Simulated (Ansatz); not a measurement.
Crystal: Sr.

```
CELL_PARAMETERS angstrom
0.00000 3.04235 3.04235
3.04235 0.00000 3.04235
3.04235 3.04235 0.00000
ATOMIC_POSITIONS crystal
Sr 0.00000 0.00000 0.00000
```

Base run:

| Item | Value |
| --- | --- |
| Program | Ansatz 0.2.0 |
| Functional | LDA |
| Potentials or basis | all-electron LAPW, scalar-relativistic |
| Cutoff | 70 eV (chosen from the basis error) |
| Basis error allowed | 0.001 eV/atom |
| k mesh | 8 × 8 × 8 |
| Occupations | gaussian, width 0.02 eV |
| Spin | no spin polarisation |

Its results: band gap on the k mesh none (metal or under the smearing width); pressure -1.6 GPa.

Q: The run is repeated on the same cell with these changes: functional from LDA to PBEsol; occupations from gaussian, width 0.02 eV to gaussian, width 0.05 eV. What comes out?

A: Band gap on the k mesh none (metal or under the smearing width); pressure -0.9 GPa.
